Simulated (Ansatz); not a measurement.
**Bands, cutoff and cost in G0W0 for AlGa2P3 (zincblende [001] superlattice)**

Wanted: a G0W0 gap for AlGa2P3 (zincblende [001] superlattice) that is converged in bands and cutoff, or an estimate of the limit.

Main program and level: Ansatz 0.2.0; G0W0 on PBEsol, plane waves, PAW; PAW set soft_1.

## (1) The structure

The cell holds 12 atoms: 4 Ga, 6 P and 2 Al. Its edges and angles: a = 3.858 Å, b = 3.858 Å, c = 16.316 Å, α = 90.0°, β = 90.0°, γ = 90.0°. It derives from GaP. Regions: GaP, 8 atoms (4 Ga and 4 P); AlP, 4 atoms (2 Al and 2 P). The structure's axis is c.

The structure was relaxed with PBEsol. The runs that relaxed it are not among those shown.

## (2) 256 empty bands, screening to 60 eV

Now the one-shot GW correction: screening in the RPA, then the self-energy of the levels asked for. This step takes PAW set soft_1 files.

The input, input.yaml:

```yaml
crystal:
  lattice:
    - [3.8581021369, 0.0, 0.0]
    - [0.0, 3.8580987422, 0.0]
    - [0.0, 0.0, 16.316207558]
  atoms:
    - { symbol: Ga, position: [0.0, 0.0, 0.0425828698] }
    - { symbol: P, position: [0.5, 0.0, 0.1256428805] }
    - { symbol: Ga, position: [0.5, 0.5, 0.2086368141] }
    - { symbol: P, position: [0.0, 0.5, 0.2916512552] }
    - { symbol: Ga, position: [0.0, 0.0, 0.3746657427] }
    - { symbol: P, position: [0.5, 0.0, 0.4576593711] }
    - { symbol: Ga, position: [0.5, 0.5, 0.5407205235] }
    - { symbol: P, position: [0.0, 0.5, 0.6240758724] }
    - { symbol: Al, position: [0.0, 0.0, 0.7077216143] }
    - { symbol: P, position: [0.5, 0.0, 0.791651489] }
    - { symbol: Al, position: [0.5, 0.5, 0.8755810682] }
    - { symbol: P, position: [0.0, 0.5, 0.9592270326] }
kpoints:
  mp_grid: { grid: [4, 4, 2] }
hamiltonian:
  xc: pbesol
  pseudopotentials: { kind: paw, azcp: { folder: soft_1 }, xc_functional: pbe }
scf:
  occupations: { method: fixed }
gw:
  n_empty_bands: 256
  ecut_chi: 60
  qp_bands: [v4, c4]
  qp_kpoints: band_edges
  screening: { model: contour_deformation }
```

Launch:

```bash
ansatz run input.yaml --threads 3 --pin off --max-ram 92160MiB --backend cuda --events-out ev --progress --plain --runs-dir out --devices 1 --max-vram 13GiB
```

Numbers of over 12 decimals in the logs are rounded to 6 here.

The log of the run:

```text
Warning: the atoms were moved onto the symmetric positions of the space group found under crystal.symmetry.tolerance 1.0e-5 (fractional; no operation is sought that the atoms, as they stand in a round, miss by more than twice it, and no atom is moved by as much as it), and the run uses the moved positions. Before a round's move an operation carried an atom to 1.04e-5 Å from where it should land, the largest such dist [...]
GPUs: using 1 of 1 available (devices: 1).
Engine: ansatz 0.2.0, x86_64-unknown-linux-gnu
Pseudopotentials: kind: paw
Pseudopotential: Ga, paw, valence charge 13, recommended cutoff 420 eV (normal), soft_1/Ga.paw.azcp
Pseudopotential: P, paw, valence charge 5, recommended cutoff 420 eV (normal), soft_1/P.paw.azcp
Pseudopotential: Al, paw, valence charge 3, recommended cutoff 420 eV (normal), soft_1/Al.paw.azcp
Functional definition: PBEsol
  exchange = pbesol_x
  correlation = pbesol_c
device memory: the entry about to start is reckoned to put 3.4 GiB on a device that reports 62.3 GiB free (of which the cap on the GPU budget leaves the run 13.0 GiB)
GPU FFT provider: cuFFT
GPU libraries: cuBLAS 13.8.2, cuFFT 12.4.0, cuSOLVER 12.3.4
Crystal: 12 atoms, lattice volume = 242.866 Å³
Basis set: ecut = 420 eV, 4775 PW (Γ)
Bands: 56, of which v1, the nominal top of the filled ones, is band 44 counted from 1 (43 counted from 0)
Symmetry: 8 space group operations
Space group: P-4m2 (ITA 115), of the structure as read, at distance tolerance 6.2e-5 Å
k-points: 12 of 32
Non-local potential: Ga, projectors of the file, l = 0: 2, l = 1: 2, l = 2: 3, l = 3: 1
Non-local potential: P, projectors of the file, l = 0: 2, l = 1: 2, l = 2: 1
Non-local potential: Al, projectors of the file, l = 0: 2, l = 1: 2, l = 2: 1
PAW form: soft (Blöchl's): semilocal exchange-correlation on the pseudo side does not see the compensation charge
PAW frozen core: Ga, regenerated for the run's functional, and the local potential with it (the file was generated under x = pbe(κ = 0.804, μ = 0.219515), c = pbe(β = 0.066725))
PAW frozen core: P, regenerated for the run's functional, and the local potential with it (the file was generated under x = pbe(κ = 0.804, μ = 0.219515), c = pbe(β = 0.066725))
PAW frozen core: Al, regenerated for the run's functional, and the local potential with it (the file was generated under x = pbe(κ = 0.804, μ = 0.219515), c = pbe(β = 0.066725))
PAW one-centre angular grid: Ga, 590 points (default); XC on 64 Gauss nodes
PAW one-centre angular grid: P, 110 points (default); XC on 64 Gauss nodes
PAW one-centre angular grid: Al, 110 points (default); XC on 64 Gauss nodes
Initial density: superposition of atomic densities (chi_scale 0.1, normalization cell, long waves kept (reshape's long-wave potential 0.03 eV rms))
Initial wavefunctions: pseudopotential atomic-orbital guess
GPU buffer pool allocated for 87480 grid points (all kernels)
GPU transforms: local potential and band sums: pruned to the plane-wave sphere, on 25×25×120
Functional: x = pbesol(κ = 0.804, μ = 0.123457), c = pbesol(β = 0.046)
SCF iter   1: F=—  HF=-20468.746999 eV  |F-HF|=—  |Δ(HF+E_count)|=         —  Δρ=4.57e-2  dr2=4.56e0  ethr=3.10e-3  ⟨swp⟩=5.9  Hψ=2481  notcnv=0  defer=103
preconditioner: auto → Resta (q_TF=auto, 2.304 Å⁻¹)  ε∞=4.0  [insulator: Δε(μ)=1.772 eV  Ē_g=12.916 eV  n_scr=50 (ndim 8)  ℏωp=22.4 eV  f_vac=0.000  ε∞_Penn≈4.0]
SCF iter   2: F=—  HF=-20467.747382 eV  |F-HF|=—  |Δ(HF+E_count)|=    1.00e0  Δρ=2.57e-2  dr2=1.27e0  ethr=3.10e-3  ⟨swp⟩=2.0  Hψ=966  notcnv=0  defer=111
SCF iter   3: F=—  HF=-20467.479518 eV  |F-HF|=—  |Δ(HF+E_count)|=   2.68e-1  Δρ=4.96e-3  dr2=7.64e-2  ethr=1.44e-3  ⟨swp⟩=3.5  Hψ=1170  notcnv=0  defer=119
SCF iter   4: F=—  HF=-20467.442026 eV  |F-HF|=—  |Δ(HF+E_count)|=   3.75e-2  Δρ=1.91e-3  dr2=1.27e-2  ethr=8.68e-5  ⟨swp⟩=3.2  Hψ=1215  notcnv=0  defer=120
SCF iter   5: F=—  HF=-20467.441301 eV  |F-HF|=—  |Δ(HF+E_count)|=   7.25e-4  Δρ=7.64e-4  dr2=1.57e-3  ethr=1.45e-5  ⟨swp⟩=2.2  Hψ=1235  notcnv=0  defer=120
SCF iter   6: F=—  HF=-20467.442747 eV  |F-HF|=—  |Δ(HF+E_count)|=   1.45e-3  Δρ=1.23e-4  dr2=9.26e-5  ethr=1.79e-6  ⟨swp⟩=2.0  Hψ=901  notcnv=0  defer=120
SCF iter   7: F=—  HF=-20467.442772 eV  |F-HF|=—  |Δ(HF+E_count)|=   2.42e-5  Δρ=4.34e-5  dr2=1.26e-5  ethr=1.05e-7  ⟨swp⟩=2.1  Hψ=1157  notcnv=0  defer=118
SCF iter   8: F=—  HF=-20467.442774 eV  |F-HF|=—  |Δ(HF+E_count)|=   2.62e-6  Δρ=1.65e-5  dr2=5.36e-7  ethr=1.43e-8  ⟨swp⟩=2.2  Hψ=1103  notcnv=0  defer=118
SCF iter   9: F=-20467.442775 eV  HF=-20467.442775 eV  |F-HF|=1.30e-9  |Δ(HF+E_count)|=   7.42e-7  Δρ=4.49e-6  dr2=7.15e-8  ethr=1.14e-10  ⟨swp⟩=16.1  Hψ=3550  notcnv=0
SCF 1 converged in 9 iterations: F = -20467.442775 eV  dr2 = 7.15e-8
  greatest PAW one-centre occupation: 0.994 electrons in one spin orbital (limit 2), on the Ga atom at site 0 (counted from 0), in its partial waves of l = 2
device memory: the entry about to start is reckoned to put 4.3 GiB (of the 4.4 GiB reckoned in all, the device holds 0.1 GiB already) on a device that reports 62.3 GiB free (of which the cap on the GPU budget leaves the run 12.9 GiB)
NSCF: frozen V_eff on 12 k-points
the band table was solved once the SCF had ended and its energy, with any forces and stress, was formed, with the checks that follow a solve (3023 applications of the Hamiltonian). They found nothing against the state; the energy, forces and stress were not computed again (output.eigenvalues in the input reference)
device memory: the entry about to start is reckoned to put 5.5 GiB on a device that reports 61.8 GiB free (of which the cap on the GPU budget leaves the run 13.0 GiB)
NSCF: frozen V_eff on 12 k-points
G₀W₀ screening: q 1/12
[... further progress lines ...]
SCF converged after 9 iterations
Free energy (F): -20467.442775 eV
Harris-Foulkes:  -20467.442775 eV  (|F-HF|=1.30e-9)
Internal energy: -20467.442775 eV  (E = F + TS)
E sigma→0 (E₀):  -20467.442775 eV
Fermi energy:    6.364473 eV
--- Per-component energies (eV) ---
  E_band       = -252.239530
  E_kinetic    = 907.532668
  E_local      = -10267.493334  (includes V_loc(G=0)·N_el)
  E_nonlocal   = -150.661002
  E_hartree    = 5797.498178
  E_xc         = -760.011480
  E_vxc        = -650.525226  (∫ρ·V_xc dr)
  E_paw        = -11983.792845  (= ΣΔE_a)
  E_vpaw       = -1686.078645  (= ΣTr[D̂ρ^β])
  E_aug_tail   = -0.000817  (compensation charges beyond the density's cutoff)
  E_ewald      = -4014.280914
  E_core_change = 3.766771  (= ΣΔE_core)
  E_smearing   = -0.000000  (= −TS)
  E_closure    = 0.000000  (closes the sum)
  Σ components = -20467.442775   (vs F -20467.442775, Δ=0.00e0)
--- Band table (eV; the first three rows and the last of 12) ---
  k-point 0: bands = [... 40 lower, 5.4679, 6.3607, 6.3645, 6.3645, 7.7415, 8.0786, 8.1051, 8.3316, ... 8 higher]
  k-point 1: bands = [... 40 lower, 5.9261, 5.9261, 6.1689, 6.1689, 7.7258, 8.0015, 8.4230, 8.4335, ... 8 higher]
  k-point 2: bands = [... 40 lower, 5.5561, 5.6558, 5.6775, 6.1290, 8.4277, 8.7075, 8.8550, 8.9838, ... 8 higher]
  k-point 11: bands = [... 40 lower, 3.5875, 3.5971, 3.6068, 3.6476, 8.1167, 8.2533, 8.4791, 8.5833, ... 8 higher]
--- G₀W₀: contour deformation, 6 samples at zero and on the imaginary axis and 1 off it, 32 q-points, 256 empty bands' worth ---
  eigenvalues of the whole cell's RPA ε∞ on this k-mesh (on a slab, of 1 + 4πα/V) = 9.6184, 12.1912, 12.1912; static W/v taken at q = 0 is 0.077086
  gw.qp_kpoints: band_edges: 8 of 12 stored k-points solved, in 1 pass; an edge of the gap read off the rows below is read off those points alone
    valence top: of the k-points left out ik 6 came nearest to being solved in a further pass, in band 44 (counted from 1, as in the quasiparticle table): it holds the edge there only if its correction is more favourable than any solved in that band by at least 1.069 eV; those differ by 0.167 eV
    conduction bottom: of the k-points left out ik 6 came nearest to being solved in a further pass, in band 45 (counted from 1, as in the quasiparticle table): it holds the edge there only if its correction is more favourable than any solved in that band by at least 0.864 eV; those differ by 0.344 eV
    ik  band        ε_KS         Σx   Σc(E_QP)       V_xc       Z   E_QP_lin       E_QP  E_QP is
     0    41      5.4679   -16.2963     1.9182   -14.1293  0.7610     5.2183     5.2191  root
     0    42      6.3607   -16.4822     1.4119   -14.9077  0.7705     6.1979     6.1982  root
     0    43      6.3645   -16.8434     1.6505   -14.9986  0.7681     6.1698     6.1702  root
     0    44      6.3645   -16.8434     1.6505   -14.9986  0.7681     6.1698     6.1702  root
     0    45      7.7415    -5.9850    -3.6725    -9.9845  0.7892     8.0698     8.0686  root
     0    46      8.0786    -7.3952    -3.6663   -11.4987  0.7884     8.5179     8.5159  root
     0    47      8.1051    -7.4155    -3.7076   -11.5710  0.7867     8.5553     8.5531  root
     0    48      8.3316    -6.8807    -3.7332   -11.0616  0.7857     8.7816     8.7793  root
     1    41      5.9261   -16.2343     1.7857   -14.2257  0.7645     5.7027     5.7033  root
     1    42      5.9261   -16.2343     1.7857   -14.2257  0.7645     5.7027     5.7033  root
     1    43      6.1689   -16.7864     1.6730   -14.9124  0.7673     5.9674     5.9678  root
     1    44      6.1689   -16.7864     1.6730   -14.9124  0.7673     5.9674     5.9678  root
     1    45      7.7258    -6.2215    -3.6549   -10.2304  0.7884     8.0812     8.0799  root
     1    46      8.0015    -6.9854    -3.6540   -10.9986  0.7903     8.3621     8.3607  root
     1    47      8.4230    -7.2197    -3.8199   -11.4982  0.7840     8.8841     8.8816  root
     1    48      8.4335    -6.9818    -3.8141   -11.2533  0.7848     8.8934     8.8910  root
     2    41      5.5561   -16.4630     1.9256   -14.2978  0.7618     5.3159     5.3165  root
     2    42      5.6558   -16.1842     1.6480   -14.3390  0.7659     5.4582     5.4587  root
     2    43      5.6775   -16.2193     1.6542   -14.3642  0.7657     5.4761     5.4766  root
     2    44      6.1290   -16.8014     1.7533   -14.8460  0.7662     5.9264     5.9268  root
     2    45      8.4277    -6.9619    -3.7874   -11.1973  0.7853     8.8781     8.8758  root
     2    46      8.7075    -8.6572    -3.7343   -12.9995  0.7818     9.3197     9.3155  root
     2    47      8.8550    -8.7790    -3.7829   -13.1752  0.7808     9.4727     9.4682  root
     2    48      8.9838    -7.6031    -3.8817   -12.0131  0.7800     9.5156     9.5120  root
[...]
11    41      3.5875   -15.5955     2.5032   -12.7302  0.7391     3.2229     3.2255  root
    11    42      3.5971   -15.4716     2.4136   -12.7496  0.7417     3.2868     3.2887  root
    11    43      3.6068   -15.3780     2.4343   -12.6118  0.7406     3.2727     3.2749  root
    11    44      3.6476   -15.3156     2.4361   -12.5185  0.7407     3.2842     3.2867  root
    11    45      8.1167    -6.0804    -3.6023   -10.0154  0.7878     8.4506     8.4494  root
    11    46      8.2533    -6.2584    -3.6324   -10.2103  0.7877     8.5740     8.5729  root
    11    47      8.4791    -7.0321    -3.6188   -10.9673  0.7904     8.7966     8.7955  root
    11    48      8.5833    -7.1476    -3.6417   -11.0977  0.7900     8.8928     8.8917  root
```

Wall time 24 s (1 × NVIDIA H100 80GB HBM3 (shared by 6 runs) with 3 threads of AMD EPYC 7R13 (Zen 3), shared host); peak memory 1.5 GiB.

Numbers from this step:

- bands summed: 300
- RPA ε∞ on this mesh (eigenvalues): 9.618, 12.19, 12.19
- plane waves in the screening matrix: 281
- q-points in the mesh: 32
- G0W0 gap on the mesh: 1.870 eV
- k of the valence top: 0, 0, 0
- k of the conduction bottom: -0.5, -0.5, 0
- starting gap on the mesh: 1.361 eV
- Z at the valence top: 0.7705
- Z at the conduction bottom: 0.7927
- least direct G0W0 gap on the computed points: 1.870 eV

The gap on the mesh goes from 1.36 eV to 1.87 eV, a correction of +0.51 eV, though a band edge has moved to another state.

## (3) 1013 empty bands, screening to 150 eV

Bands and screening cutoff are moved together, since each hides the error of the other.

input.yaml, as its differences from that of step 2:

```diff
@@ -26,4 +26,4 @@
 gw:
-  n_empty_bands: 256
-  ecut_chi: 60
+  n_empty_bands: 1013
+  ecut_chi: 150.0
   qp_bands: [v4, c4]
```

The log of the run:

```text
[...]
GPUs: using 1 of 1 available (devices: 1).
[...]
GPU FFT provider: cuFFT
GPU libraries: cuBLAS 13.8.2, cuFFT 12.4.0, cuSOLVER 12.3.4
Crystal: 12 atoms, lattice volume = 242.866 Å³
Basis set: ecut = 420 eV, 4775 PW (Γ)
Bands: 56, of which v1, the nominal top of the filled ones, is band 44 counted from 1 (43 counted from 0)
[... 1 set-up line as in the run before ...]
[...]
k-points: 12 of 32
[...]
GPU buffer pool allocated for 87480 grid points (all kernels)
[...]
SCF iter   1: F=—  HF=-20468.746999 eV  |F-HF|=—  |Δ(HF+E_count)|=         —  Δρ=4.57e-2  dr2=4.56e0  ethr=3.10e-3  ⟨swp⟩=5.9  Hψ=2481  notcnv=0  defer=103
[...]
SCF iter   9: F=-20467.442775 eV  HF=-20467.442775 eV  |F-HF|=1.30e-9  |Δ(HF+E_count)|=   7.42e-7  Δρ=4.49e-6  dr2=7.15e-8  ethr=1.14e-10  ⟨swp⟩=16.1  Hψ=3550  notcnv=0
SCF 1 converged in 9 iterations: F = -20467.442775 eV  dr2 = 7.15e-8
[...]
NSCF: frozen V_eff on 12 k-points
[...]
G₀W₀ screening: q 1/12
[... further progress lines ...]
SCF converged after 9 iterations
Free energy (F): -20467.442775 eV
[...]
Internal energy: -20467.442775 eV  (E = F + TS)
E sigma→0 (E₀):  -20467.442775 eV
Fermi energy:    6.364473 eV
[...]
--- Band table (eV; the first three rows and the last of 12) ---
  k-point 0: bands = [... 40 lower, 5.4679, 6.3607, 6.3645, 6.3645, 7.7415, 8.0786, 8.1051, 8.3316, ... 8 higher]
  k-point 1: bands = [... 40 lower, 5.9261, 5.9261, 6.1689, 6.1689, 7.7258, 8.0015, 8.4230, 8.4335, ... 8 higher]
  k-point 2: bands = [... 40 lower, 5.5561, 5.6558, 5.6775, 6.1290, 8.4277, 8.7075, 8.8550, 8.9838, ... 8 higher]
  k-point 11: bands = [... 40 lower, 3.5875, 3.5971, 3.6068, 3.6476, 8.1167, 8.2533, 8.4791, 8.5833, ... 8 higher]
[...]
bands read: the sum over 1057 bands ends inside a degenerate multiplet in 1 slot, whose members it reads at an even weight; the widest, k=10: bands 1057 to 1058 (counted from 1) at 1/2 each
[...]
0    41      5.4679   -16.2963     1.5477   -14.1293  0.7575     4.8435     4.8486  root
     0    42      6.3607   -16.4822     0.9973   -14.9077  0.7660     5.7804     5.7834  root
     0    43      6.3645   -16.8434     1.2392   -14.9986  0.7637     5.7551     5.7589  root
     0    44      6.3645   -16.8434     1.2392   -14.9986  0.7637     5.7551     5.7589  root
     0    45      7.7415    -5.9850    -3.8659    -9.9845  0.7881     7.8754     7.8751  root
     0    46      8.0786    -7.3952    -3.9303   -11.4987  0.7870     8.2521     8.2518  root
     0    47      8.1051    -7.4155    -3.9705   -11.5710  0.7853     8.2905     8.2902  root
     0    48      8.3316    -6.8807    -3.9763   -11.0616  0.7842     8.5367     8.5362  root
[...]
11    45      8.1167    -6.0804    -3.8202   -10.0154  0.7864     8.2316     8.2314  root
    11    46      8.2533    -6.2584    -3.8390   -10.2103  0.7864     8.3664     8.3662  root
    11    47      8.4791    -7.0321    -3.8452   -10.9673  0.7890     8.5692     8.5691  root
    11    48      8.5833    -7.1476    -3.8603   -11.0977  0.7886     8.6733     8.6732  root
```

Wall time 95 s (1 × NVIDIA H100 80GB HBM3 (shared by 6 runs) with 3 threads); peak memory 4.2 GiB; 2.7 min of CPU time.

This step gave:

* bands summed: 1057
* RPA ε∞ on this mesh (eigenvalues): 9.570, 12.13, 12.13
* plane waves in the screening matrix: 1021
* q-points in the mesh: 32
* G0W0 gap on the mesh: 2.088 eV
* k of the valence top: 0, 0, 0
* k of the conduction bottom: -0.5, -0.5, 0
* starting gap on the mesh: 1.361 eV
* Z at the valence top: 0.7660
* Z at the conduction bottom: 0.7916
* least direct G0W0 gap on the computed points: 2.092 eV

Against the run with 4×4×2 mesh, 256 empty bands, screening to 60 eV, PAW set soft_1 files, the gap moves by +0.22 eV.

## (4) Convergence and cost

Times are wall times on 1 × NVIDIA H100 80GB HBM3 (shared by 6 runs) with 3 threads of AMD EPYC 7R13 (Zen 3), shared host, good to a factor of about two.

| mesh | files | frequency | bands summed | cutoff (eV) | start (eV) | G0W0 (eV) | time | host memory (GiB) |
| --- | --- | --- | --- | --- | --- | --- | --- | --- |
| 4×4×2 | PAW set soft_1 | contour deformation | 300 | 60 | 1.361 | 1.870 | 24 s | 1.5 |
| 4×4×2 | PAW set soft_1 | contour deformation | 1057 | 150 | 1.361 | 2.088 | 95 s | 4.2 |

The parts of the quasiparticle energy at the two band edges (eV; QP = start + Σx + Σc − Vxc):

| run | edge | start | Σx | Σc | Vxc | Z | QP |
| --- | --- | --- | --- | --- | --- | --- | --- |
| 300 bands | valence top | 6.36 | -16.48 | 1.41 | -14.91 | 0.77 | 6.20 |
| 300 bands | conduction bottom | 7.77 | -6.21 | -3.53 | -10.04 | 0.79 | 8.07 |
| 1057 bands | valence top | 6.36 | -16.48 | 1.00 | -14.91 | 0.77 | 5.78 |
| 1057 bands | conduction bottom | 7.77 | -6.21 | -3.73 | -10.04 | 0.79 | 7.87 |

 Where G0W0 reorders the edges (300 bands and 1057 bands), the two states listed lie further apart at the start than the starting gap.

## (5) What came out

| Property | Result |
| --- | --- |
| 300 bands, 60 eV | 1.870 eV |
| 1057 bands, 150 eV | 2.088 eV |
| estimated limit in bands and cutoff | 2.17 eV |
| mesh and start | 4×4×2, PBEsol |

In words: A line in one over the bands through the two rungs gives 2.17 eV, +0.09 eV from the top rung; with two points alone it is an unchecked estimate. The rungs stand 0.30 eV (300 bands) and 0.09 eV (1057 bands) from it. From 300 to 1057 bands the gap moves by +0.22 eV while the time grows 3.9-fold. Σc changes by −0.41 eV at the valence top and −0.20 eV at the conduction bottom, so the valence edge carries most of the change. The 4×4×2 mesh is coarse for this cell (its supercell is 15 Å along the shortest edge). The RPA ε∞ on it, from the PBEsol start, is 9.57 and 12.13; such meshes misread the long-range screening, most where the gap is narrow. The many-body steps are scalar-relativistic: spin-orbit coupling is not in them.

[Paths, hosts, dates, memory and timing lines, banners, echoed tables and standing remarks are left out of the program output.]

[Logs are printed without paths, hosts, clocks, repeated set-up lines and the standing remarks that a program may print on its own settings, such as how far it seeks lower states.]

[Runs of the session that timed out or met a known fault of the program may be left out.]

[Cells called generated may have been cut or substituted from an entry of the Crystallography Open Database or the Materials Project.]

[Hosts, paths, dates, database ids (printed as entryN), source tags and the programs' standing remarks are cut or masked in the printed files.]
